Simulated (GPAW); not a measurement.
## NaCl (Fm-3m): G0W0 with GPAW, start to end

Wanted: ground state, empty states, screening and self-energy for NaCl (Fm-3m).

Calculated with GPAW 26.7.0; PBE and many-body steps on it, plane waves.

The database entry behind the starting cell differs from later determinations by our own check (an axis about 0.4 % short against later determinations), so it need not match the best structure at ambient conditions.

## (1) The starting structure

The structure is cubic, space group Fm-3m (No. 225). Conventional cell: a = 5.620 Å, b = 5.620 Å, c = 5.620 Å, α = 90.00°, β = 90.00°, γ = 90.00°. Na has 6 Cl at 2.81 Å nearest. Nearest to Cl lie 6 Na at 2.81 Å. Farther neighbours and most contacts between anions are not listed.

The cell and positions come from the Crystallography Open Database and are kept as given unless a step says otherwise.

## (2) Ground state

This step: GPAW 26.7.0; DFT, PBE, plane waves, PAW.

The ground-state density comes first.

File run.py:

```python
import json
import numpy as np
from gpaw.mpi import world
from ase import Atoms
from gpaw import GPAW, PW, FermiDirac

atoms = Atoms(['Na', 'Cl'],
    cell=[[0.0000000000, 2.8100000000, 2.8100000000],
      [2.8100000000, 0.0000000000, 2.8100000000],
      [2.8100000000, 2.8100000000, 0.0000000000]],
    scaled_positions=[[0.0000000000, 0.0000000000, 0.0000000000],
      [0.5000000000, 0.5000000000, 0.5000000000]],
    pbc=(True, True, True))
calc = GPAW(mode=PW(450),
    xc='PBE',
    kpts={'size': (8, 8, 8), 'gamma': True},
    occupations=FermiDirac(0.001),
    nbands=-7,
    convergence={'density': 1e-6, 'bands': -3},
    maxiter=100,
    txt='gs.txt')
atoms.calc = calc
res = {'energy': atoms.get_potential_energy()}
kpts = calc.get_ibz_k_points()
res['kpts'] = kpts
res['eigenvalues'] = [calc.get_eigenvalues(kpt=k) for k in range(len(kpts))]
res['n_electrons'] = calc.get_number_of_electrons()
calc.write('gs.gpw')

if world.rank == 0:
    with open('result.json', 'w') as f:
        json.dump(res, f, default=lambda x: x.tolist())
```

Launch:

```bash
$ mpirun -n 4 gpaw python run.py
```

Numbers of over 12 decimals in the logs are rounded to 6 here.

The log of the run:

```text
__  _  _
 | _ |_)|_||  |
 |__||  | ||/\| - 26.7.0

Input parameters:
  mode=PW(ecut=450.000000),
  convergence={'density': 1e-06, 'bands': -3},
  kpts=MonkhorstPack(size=(8, 8, 8), gamma=True),
  maxiter=100,
  nbands=-7,
  occupations=Occupations(name='fermi-dirac', width=0.001, fixmagmom=False),
  xc=XC(name='PBE')
  [... matrices ...]
Diagonalizing LCAO Hamiltonian
Converting LCAO to pw mode

                Cl

       Na

Atoms  # Å, Bohr magnetons
|   | symbol |        x |        y |        z |    initial magnetic moments |
| 0 |     Na | 0.000000 | 0.000000 | 0.000000 | ( 0.0000,  0.0000,  0.0000) |
| 1 |     Cl | 2.810000 | 2.810000 | 2.810000 | ( 0.0000,  0.0000,  0.0000) |

Unit cell  # Å
| periodic |        x |        y |        z |  lengths |    angles |
|      yes | 0.000000 | 2.810000 | 2.810000 | 3.973940 | 60.000000 |
|      yes | 2.810000 | 0.000000 | 2.810000 | 3.973940 | 60.000000 |
|      yes | 2.810000 | 2.810000 | 0.000000 | 3.973940 | 60.000000 |

Number of symmetries: 48
Symmetry operations  # r_c * U_cc + t_c -> r_c
|    | kind |            matrix            |
|  0 |  σ   |  1, 0, 0,  1, 0,-1,  1,-1, 0 |
|  1 |  C2  |  1, 0, 0,  1,-1, 0,  1, 0,-1 |
|  2 |  E   |  1, 0, 0,  0, 1, 0,  0, 0, 1 |
|  3 |  σ   |  1, 0, 0,  0, 0, 1,  0, 1, 0 |
|  4 |  C4  |  1, 0,-1,  1, 0, 0,  1,-1, 0 |
|  5 |  S6  |  1, 0,-1,  1,-1, 0,  1, 0, 0 |
|  6 |  σ   |  1, 0,-1,  0, 1,-1,  0, 0,-1 |
|  7 |  C3  |  1, 0,-1,  0, 0,-1,  0, 1,-1 |
|  8 |  S6  |  1,-1, 0,  1, 0, 0,  1, 0,-1 |
|  9 |  C4  |  1,-1, 0,  1, 0,-1,  1, 0, 0 |
| 10 |  C3  |  1,-1, 0,  0,-1, 1,  0,-1, 0 |
| 11 |  σ   |  1,-1, 0,  0,-1, 0,  0,-1, 1 |
| 12 |  σ   |  0, 1, 0,  1, 0, 0,  0, 0, 1 |
| 13 |  C4  |  0, 1, 0,  0, 1,-1, -1, 1, 0 |
| 14 |  C3  |  0, 1, 0,  0, 0, 1,  1, 0, 0 |
| 15 |  S6  |  0, 1, 0, -1, 1, 0,  0, 1,-1 |
| 16 |  C2  |  0, 1,-1,  1, 0,-1,  0, 0,-1 |
| 17 |  σ   |  0, 1,-1,  0, 1, 0, -1, 1, 0 |
| 18 |  S4  |  0, 1,-1,  0, 0,-1,  1, 0,-1 |
| 19 |  C4  |  0, 1,-1, -1, 1, 0,  0, 1, 0 |
| 20 |  C3  |  0, 0, 1,  1, 0, 0,  0, 1, 0 |
| 21 |  σ   |  0, 0, 1,  0, 1, 0,  1, 0, 0 |
| 22 |  S6  |  0, 0, 1,  0,-1, 1, -1, 0, 1 |
| 23 |  C4  |  0, 0, 1, -1, 0, 1,  0,-1, 1 |
| 24 |  S4  |  0, 0,-1,  1, 0,-1,  0, 1,-1 |
| 25 |  C3  |  0, 0,-1,  0, 1,-1,  1, 0,-1 |
| 26 |  C2  |  0, 0,-1,  0,-1, 0, -1, 0, 0 |
| 27 |  S6  |  0, 0,-1, -1, 0, 0,  0,-1, 0 |
| 28 |  S4  |  0,-1, 1,  1,-1, 0,  0,-1, 0 |
| 29 |  C4  |  0,-1, 1,  0, 0, 1, -1, 0, 1 |
| 30 |  C2  |  0,-1, 1,  0,-1, 0,  1,-1, 0 |
| 31 |  σ   |  0,-1, 1, -1, 0, 1,  0, 0, 1 |
| 32 |  C3  |  0,-1, 0,  1,-1, 0,  0,-1, 1 |
| 33 |  S6  |  0,-1, 0,  0, 0,-1, -1, 0, 0 |
| 34 |  S4  |  0,-1, 0,  0,-1, 1,  1,-1, 0 |
| 35 |  C2  |  0,-1, 0, -1, 0, 0,  0, 0,-1 |
| 36 |  C2  | -1, 1, 0,  0, 1, 0,  0, 1,-1 |
| 37 |  S6  | -1, 1, 0,  0, 1,-1,  0, 1, 0 |
| 38 |  S4  | -1, 1, 0, -1, 0, 1, -1, 0, 0 |
| 39 |  C3  | -1, 1, 0, -1, 0, 0, -1, 0, 1 |
| 40 |  S6  | -1, 0, 1,  0, 0, 1,  0,-1, 1 |
| 41 |  C2  | -1, 0, 1,  0,-1, 1,  0, 0, 1 |
| 42 |  C3  | -1, 0, 1, -1, 1, 0, -1, 0, 0 |
| 43 |  S4  | -1, 0, 1, -1, 0, 0, -1, 1, 0 |
| 44 |  C2  | -1, 0, 0,  0, 0,-1,  0,-1, 0 |
| 45 |  i   | -1, 0, 0,  0,-1, 0,  0, 0,-1 |
| 46 |  σ   | -1, 0, 0, -1, 1, 0, -1, 0, 1 |
| 47 |  C2  | -1, 0, 0, -1, 0, 1, -1, 1, 0 |

BZ-sampling:
  Number of BZ points: 512
  Number of IBZ points: 29

  Monkhorst-Pack size: [8, 8, 8]
  Monkhorst-Pack shift: [0.0625, 0.0625, 0.0625]

K-points  # in reciprocal-cell coordinates
|     |                                coordinates |     weight |
|   0 | (  0.00000000,   0.00000000,   0.00000000) | 0.00195312 |
|   1 | (  0.12500000,   0.12500000,   0.00000000) | 0.01171875 |
|   2 | (  0.12500000,   0.12500000,   0.12500000) | 0.01562500 |
|   3 | (  0.25000000,   0.12500000,   0.12500000) | 0.02343750 |
|   4 | (  0.25000000,   0.25000000,   0.00000000) | 0.01171875 |
|   5 | (  0.25000000,   0.25000000,   0.12500000) | 0.04687500 |
|   6 | (  0.25000000,   0.25000000,   0.25000000) | 0.01562500 |
|   7 | (  0.37500000,   0.25000000,  -0.37500000) | 0.04687500 |
|   8 | (  0.37500000,   0.25000000,   0.12500000) | 0.04687500 |
|   9 | (  0.37500000,   0.25000000,   0.25000000) | 0.04687500 |
| ... |                                            |            |
|  28 | (  0.50000000,   0.50000000,   0.50000000) | 0.00781250 |

Plane wave coefficients: 982
Cutoff: 450.000000 eV

Spin-components: 1 (collinear spins)
Bands:           14
Projectors:      10
Spin-degeneracy: 2
Datatype:        complex128

  Storage: CPU
  Wave functions: 6_112_736 bytes (1_528_184 per core)
  Projectors: 9_169_104 bytes (2_292_276 per core)
  [... matrices ...]
Parallelization:
  kpt:    4
  domain: 1
  band:   1

Density:
  Valence electrons: 14.0
  Components: 1
  Grid points: [20 20 20]
  Charge: 0.0  # |e|

Potential:
  Grid points: [20 20 20]

species:
  Na:
    name:    Sodium
    Z:       11.0
    valence: 7
    core:    4
    charge:  0.0  # [|e|]
    compensation charges:
      type: gauss
      rc: 0.37  # [Å]
      lmax: 2
    cutoffs:
      filter: 2.17  # [Å]
      core: 2.59  # [Å]
    projectors
    | kind |    occ | energy [eV] | rcut [Å] |
    |   3s |  1.000 |      -2.744 |    1.201 |
    |   2p |  6.000 |     -28.672 |    1.217 |
    |   3p |  0.000 |      -0.743 |    1.217 |
    |    s |        |      24.468 |    1.201 |
    |    d |        |       0.000 |    1.238 |

    Using partial waves for Na as LCAO basis

  Cl:
    name:    Chlorine
    Z:       17.0
    valence: 7
    core:    10
    charge:  0.0  # [|e|]
    compensation charges:
      type: gauss
      rc: 0.25  # [Å]
      lmax: 2
    cutoffs:
      filter: 1.40  # [Å]
      core: 1.49  # [Å]
    projectors
    | kind |    occ | energy [eV] | rcut [Å] |
    |   3s |  2.000 |     -20.689 |    0.794 |
    |   3p |  5.000 |      -8.594 |    0.794 |
    |    s |        |       6.523 |    0.794 |
    |    p |        |      18.617 |    0.794 |
    |    d |        |       0.000 |    0.794 |

    Using partial waves for Cl as LCAO basis

Reference energy: -16973.559893  # eV

eigensolver:
  PPCG
  Converge bands: -3
  niter=2

density mixing:
  MSR1-Mixer
  Pratt-step length: 0.05
  Maximum mixing coefficient: 0.75
  Old densities: 10
  SVD Regularization: 0.005
  Good broyden scale: 1.0
  Trust region scale: 1.0
  Backstep threshold: 4.0
  History deletion threshold: 6.0
  Fourier metric: weight=20.0, sigma=0.015

occupation numbers:
  Fermi-Dirac:
    width: 0.0010  # eV

poisson solver:
  ecut: 3600.000000  # eV

xc functional:
  name: PBE with 2 nearest neighbor stencil

Initialization done in: 1.270 s

convergence criteria:
- Maximum integral of absolute [dens]ity change: 1e-06 electrons / valence electron
- Maximum [total energy] change in last 3 cyles: 0.0005 eV / valence electron
- Maximum integral of absolute [eigenst]ate change: 4e-08 eV^2 / valence electron
maximum number of iterations: 100

SCF iterations
|iter     |     time |      energy | eigst |  dens |
|iter:   1|  |   -6.807803 | +1.61 |       |
|iter:   2|  |   -6.791721 | +0.20 | -1.32 |
|iter:   3|  |   -6.740206 | -0.92 | -1.36 |
|iter:   4|  |   -6.746047 | -2.54 | -1.85 |
|iter:   5|  |   -6.747374 | -3.45 | -2.30 |
|iter:   6|  |   -6.747400c| -4.47 | -3.31 |
|iter:   7|  |   -6.747406c| -5.45 | -3.70 |
|iter:   8|  |   -6.747406c| -6.25 | -4.87 |
|iter:   9|  |   -6.747406c| -7.34 | -5.46 |
|iter:  10|  |   -6.747406c| -8.11c| -5.86 |
|iter:  11|  |   -6.747406c| -8.53c| -7.23c|

Converged in 11 steps
SCF loop duration: 0.710 s (0.065 s/step)
Energy contributions relative to reference atoms: (reference = -16973.559893)
  [... matrices ...]
Energy contributions:
  Kinetic:           8.730518
  Coulomb:          -8.555232
  Zero:             -0.036513
  External:          0.000000
  Xc:               -6.886179
  Entropy:          -0.000000
  Spinorbit:         0.000000
  ----------------------------
  Free energy:      -6.747406
  Extrapolated:     -6.747406

dipole moment: (-5.240388, -5.240388, -5.240388)  # |e|*Ang

Fermi level: 1.588
Eigenvalues  # (at kpt = [0.000, 0.000, 0.000])
| band index |      eig [eV] | occ [0-2] |
|          0 |       -21.252 |     2.000 |
|          1 |       -21.252 |     2.000 |
|          2 |       -21.252 |     2.000 |
|          3 |       -13.140 |     2.000 |
|          4 |        -0.462 |     2.000 |
|          5 |        -0.462 |     2.000 |
|          6 |        -0.462 |     2.000 |
|          7 |         4.697 |     0.000 |
|          8 |        10.591 |     0.000 |
|          9 |        10.591 |     0.000 |
|         10 |        10.591 |     0.000 |
|         11 |        12.667 |     0.000 |
|         12 |        12.667 |     0.000 |
|         13 |        14.496 |     0.000 |

Gap: 5.159 eV
Transition (v -> c):
  (s=0, k=0, n=6, [0.00, 0.00, 0.00]) -> (s=0, k=0, n=7, [0.00, 0.00, 0.00])
No difference between direct/indirect transitions
# Writing to gs.gpw (mode='')
  [... matrices ...]
```

Wall time 3.2 s (4 MPI ranks of AMD EPYC 9R45, shared host); peak memory 0.58 GiB.

This step gave:

- total energy: -6.747 eV
- gap: 5.159 eV
- k of the valence top: 0, 0, 0
- k of the conduction bottom: 0, 0, 0
- least direct gap: 5.159 eV

The gap is direct, at Γ.

## (3) Bands along the symmetry lines

Levels along a band path, at the cheap level, show where the edges lie and whether the meshes to come will hold them.

File run.py:

```python
import json
import numpy as np
from gpaw.mpi import world
from gpaw import GPAW

path = [[0.000000, 0.000000, 0.000000],
    [0.062500, 0.000000, 0.062500],
    [0.125000, 0.000000, 0.125000],
    [0.187500, 0.000000, 0.187500],
    [0.250000, 0.000000, 0.250000],
    [0.312500, 0.000000, 0.312500],
    [0.375000, 0.000000, 0.375000],
    [0.437500, 0.000000, 0.437500],
    [0.500000, 0.000000, 0.500000],
    [0.515625, 0.031250, 0.515625],
    [0.531250, 0.062500, 0.531250],
    [0.546875, 0.093750, 0.546875],
    [0.562500, 0.125000, 0.562500],
    [0.578125, 0.156250, 0.578125],
    [0.593750, 0.187500, 0.593750],
    [0.609375, 0.218750, 0.609375],
    [0.625000, 0.250000, 0.625000],
    [0.375000, 0.375000, 0.750000],
    [0.328125, 0.328125, 0.656250],
    [0.281250, 0.281250, 0.562500],
    [0.234375, 0.234375, 0.468750],
    [0.187500, 0.187500, 0.375000],
    [0.140625, 0.140625, 0.281250],
    [0.093750, 0.093750, 0.187500],
    [0.046875, 0.046875, 0.093750],
    [0.000000, 0.000000, 0.000000],
    [0.062500, 0.062500, 0.062500],
    [0.125000, 0.125000, 0.125000],
    [0.187500, 0.187500, 0.187500],
    [0.250000, 0.250000, 0.250000],
    [0.312500, 0.312500, 0.312500],
    [0.375000, 0.375000, 0.375000],
    [0.437500, 0.437500, 0.437500],
    [0.500000, 0.500000, 0.500000],
    [0.500000, 0.468750, 0.531250],
    [0.500000, 0.437500, 0.562500],
    [0.500000, 0.406250, 0.593750],
    [0.500000, 0.375000, 0.625000],
    [0.500000, 0.343750, 0.656250],
    [0.500000, 0.312500, 0.687500],
    [0.500000, 0.281250, 0.718750],
    [0.500000, 0.250000, 0.750000],
    [0.500000, 0.218750, 0.718750],
    [0.500000, 0.187500, 0.687500],
    [0.500000, 0.156250, 0.656250],
    [0.500000, 0.125000, 0.625000],
    [0.500000, 0.093750, 0.593750],
    [0.500000, 0.062500, 0.562500],
    [0.500000, 0.031250, 0.531250],
    [0.500000, 0.000000, 0.500000]]
calc = GPAW('gs.gpw').fixed_density(kpts=path,
    symmetry='off',
    nbands=17,
    convergence={'bands': 13},
    txt='bands.txt')
res = {}
kpts = calc.get_ibz_k_points()
res['kpts'] = kpts
res['eigenvalues'] = [calc.get_eigenvalues(kpt=k) for k in range(len(kpts))]
res['n_electrons'] = calc.get_number_of_electrons()

if world.rank == 0:
    with open('result.json', 'w') as f:
        json.dump(res, f, default=lambda x: x.tolist())
```

Launch:

```bash
$ mpirun -n 4 gpaw python run.py
```

The log of the run:

```text
Diagonalizing LCAO Hamiltonian
Converting LCAO to pw mode
convergence criteria:
- Maximum integral of absolute [eigenst]ate change: 4e-08 eV^2 / valence electron
maximum number of iterations: 100

SCF iterations
|iter     |     time |      energy | eigst |  dens |
|iter:   1|  |             | +2.04 |       |
|iter:   2|  |             | +0.96 |       |
|iter:   3|  |             | -0.06 |       |
[...]
|iter:   7|  |             | -5.58 |       |
|iter:   8|  |             | -6.89 |       |
|iter:   9|  |             | -7.95c|       |
SCF steps: 9
  __  _  _
 | _ |_)|_||  |
 |__||  | ||/\| - 26.7.0

Input parameters:
  mode=PW(ecut=450.000000),
  convergence={'bands': 13},
  gpts=array([20, 20, 20]),
  kpts=KPoints(kpts=array([[0.      , 0.      , 0.      ],
         [0.0625  , 0.      , 0.0625  ],
         [0.125   , 0.      , 0.125   ],
         [0.1875  , 0.      , 0.1875  ],
[...]
[0.515625, 0.03125 , 0.515625],
[...]
[0.546875, 0.09375 , 0.546875],
[...]
[0.578125, 0.15625 , 0.578125],
[...]
[0.609375, 0.21875 , 0.609375],
[...]
[0.328125, 0.328125, 0.65625 ],
[...]
[0.234375, 0.234375, 0.46875 ],
[...]
[0.140625, 0.140625, 0.28125 ],
[...]
[0.046875, 0.046875, 0.09375 ],
[...]
[0.5     , 0.0625  , 0.5625  ],
         [0.5     , 0.03125 , 0.53125 ],
         [0.5     , 0.      , 0.5     ]])),
  maxiter=100,
  nbands=17,
  occupations=Occupations(name='fermi-dirac', width=0.001, fixmagmom=False),
  parallel={},
  symmetry=Symmetry(point_group=False, time_reversal=False),
  xc=XC(name='PBE')
  [... matrices ...]
timing:  # [seconds]
  Total: 0.021  # ━━━━━━━━━━━━━━━━━━━━━━━━━━━━━━━━━━━━━━━━━━━━━━━━━━━━━━━━━━━
```

It took 3.3 s on 4 MPI ranks; peak memory 0.55 GiB; 12 s of CPU time.

Numbers from this step:

* gap: 5.159 eV
* k of the valence top: 0, 0, 0
* k of the conduction bottom: 0, 0, 0
* least direct gap: 5.159 eV

The gap is 5.159 eV, as in the run before at this level.

The electronic bands at the labelled points (eV, zero at the top of the highest filled band; v1 is the highest filled band, c1 the lowest empty one):

```csv
point,v4,v3,v2,v1,c1,c2,c3,c4
Γ,-12.68,0.00,0.00,0.00,5.16,11.05,11.05,11.05
halfway,-12.47,-1.08,-0.32,-0.32,7.14,9.09,10.84,12.41
X,-12.28,-1.68,-0.60,-0.60,7.55,8.05,11.41,14.92
halfway,-12.28,-1.61,-0.77,-0.58,7.79,8.32,11.16,13.73
U,-12.27,-1.42,-1.13,-0.50,8.24,9.04,10.60,12.76
jump to K,-12.27,-1.42,-1.13,-0.50,8.24,9.04,10.60,12.76
halfway,-12.45,-1.24,-0.47,-0.16,7.32,9.68,10.76,11.85
Γ,-12.68,0.00,0.00,0.00,5.16,11.05,11.05,11.05
halfway,-12.51,-1.11,-0.14,-0.14,6.63,10.01,11.34,11.34
L,-12.33,-1.95,-0.27,-0.27,7.29,10.72,10.92,10.92
halfway,-12.30,-1.68,-0.77,-0.42,8.35,9.56,10.29,11.70
W,-12.26,-1.20,-1.20,-0.77,8.85,9.71,9.71,11.38
halfway,-12.27,-1.55,-0.80,-0.69,8.07,8.54,10.90,12.76
X,-12.28,-1.68,-0.60,-0.60,7.55,8.05,11.41,14.92
```

The electronic bands as a text plot (rows in eV, shown from -8.0 to 11.2 only):

```
   10.8 |++   +++++    ++++     +    ++++++    +++++++       ++
   10.0 |  +++             ++++++++++      +++++    +++++++++
    9.2 |     ++         +++                          +++++++
    8.4 |       ++++++++++++++++                      +     +++++
    7.6 |       +++++++++       +              +++++++        +++
    6.8 |    +++                 ++         +++
    6.0 |  ++                      ++    +++
    5.2 |++                          ++++
    4.4 |
    3.6 |
    2.8 |
    2.0 |
    1.2 |
    0.4 |*                           ****
   -0.4 | ****************************  *************************
   -1.2 |     *****     ***********         ***        ********
   -2.0 |          *****                       ********        **
   -2.8 |
   -3.6 |
   -4.4 |
   -5.2 |
   -6.0 |
   -6.8 |
   -7.6 |
         Γ           X  U|K            Γ         L        W     X
```

## (4) Empty states on the mesh, 6×6×6 mesh, 243 bands

The sums over transitions need many empty states on a uniform mesh; this step solves for them.

File run.py:

```python
import json
import numpy as np
from gpaw.mpi import world
from gpaw import GPAW

calc = GPAW('gs.gpw').fixed_density(kpts={'size': (6, 6, 6), 'gamma': True},
    parallel={'domain': 1, 'band': 1},
    txt='nscf.txt')
calc.diagonalize_full_hamiltonian(nbands=243)
calc.write('full.gpw', mode='all')
res = {}
kpts = calc.get_ibz_k_points()
res['kpts'] = kpts
res['eigenvalues'] = [calc.get_eigenvalues(kpt=k) for k in range(len(kpts))]
res['n_electrons'] = calc.get_number_of_electrons()

if world.rank == 0:
    with open('result.json', 'w') as f:
        json.dump(res, f, default=lambda x: x.tolist())
```

Launch:

```bash
$ mpirun -n 4 gpaw python run.py
```

The log of the run:

```text
Diagonalizing LCAO Hamiltonian
Converting LCAO to pw mode
convergence criteria:
- Maximum integral of absolute [eigenst]ate change: 4e-08 eV^2 / valence electron
maximum number of iterations: 100

SCF iterations
|iter     |     time |      energy | eigst |  dens |
|iter:   1|  |             | +1.51 |       |
|iter:   2|  |             | +0.31 |       |
|iter:   3|  |             | -1.02 |       |
[...]
|iter:   7|  |             | -5.38 |       |
|iter:   8|  |             | -6.45 |       |
|iter:   9|  |             | -7.56c|       |
SCF steps: 9
  __  _  _
 | _ |_)|_||  |
 |__||  | ||/\| - 26.7.0

Input parameters:
  mode=PW(ecut=450.000000),
  convergence={'density': 1e-06, 'bands': -3},
  gpts=array([20, 20, 20]),
  kpts=MonkhorstPack(size=(6, 6, 6), gamma=True),
  maxiter=100,
  nbands=14,
  occupations=Occupations(name='fermi-dirac', width=0.001, fixmagmom=False),
  parallel={'domain': 1, 'band': 1},
  xc=XC(name='PBE')
Matrix size: 962x962
# Writing to full.gpw (mode='all')
  [... matrices ...]

timing:  # [seconds]
  Total: 1.642  # ━━━━━━━━━━━━━━━━━━━━━━━━━━━━━━━━━━━━━━━━━━━━━━━━━━━━━━━━━━━
```

Wall time 4.5 s (4 MPI ranks); peak memory 1 GiB; 17 s of CPU time.

Numbers from this step:

```yaml
gap: 5.159 eV
k_of_the_valence_top: 0, 0, 0
k_of_the_conduction_bottom: 0, 0, 0
least_direct_gap: 5.159 eV
k_points_computed: 16
lowest_point_of_the_top_converged_band_above_the_valence_top: 167.7394 eV
```

On this mesh the gap is 5.159 eV.

[end of part 1 of 2]

[Paths, hosts, dates, memory and timing lines, banners, echoed tables and standing remarks are left out of the program output.]

[Logs are printed without paths, hosts, clocks, repeated set-up lines and the standing remarks that a program may print on its own settings, such as how far it seeks lower states.]

[Runs of the session that timed out or met a known fault of the program may be left out.]

[Hosts, paths, dates, database ids (printed as entryN), source tags and the programs' standing remarks are cut or masked in the printed files.]
